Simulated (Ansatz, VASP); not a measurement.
# HfN: VASP beside Ansatz

```xyz
2
Lattice="0.0000 2.2285 2.2285 2.2285 0.0000 2.2285 2.2285 2.2285 0.0000" Properties=species:S:1:pos:R:3 pbc="T T T"
Hf    0.0000    0.0000    0.0000
N     2.2285    2.2285    2.2285
```

Change from the starting cell: volume scaled by 0.96, ions relaxed.

Alike in both runs: functional PBE; k mesh 18 × 18 × 18; occupations fermi-dirac, width 0.05 eV; no spin polarisation.

Ansatz relaxed the structure, and its values are those at the end. VASP's run is a single point on that final structure, the one shown.

|  | VASP | Ansatz |
| --- | --- | --- |
| version | VASP 6.6.1 | Ansatz 0.2.0 |
| potentials or method | VASP PAW PBE potentials, release 64 (Hf_pv, N) | plane-wave PAW, scalar-relativistic |
| plane-wave cutoff (eV) | 520 | 420 |
| valence electrons in the cell | 15 | 31 |

Ansatz gave:

| Item | Value |
| --- | --- |
| pressure (GPa) | 18.1 |

Problem. Which values does VASP return?

Solution. Pressure (GPa): 15.6.

The two sets of potentials don't hold the same shells in valence. Ansatz warned: «gradients_without_spin_orbit».

Caveats: so large a pressure means that the cell lies far from this level's equilibrium, or that cutoff or potentials fall short (VASP). The runs have no spin-orbit coupling, so splittings on Hf are missing.
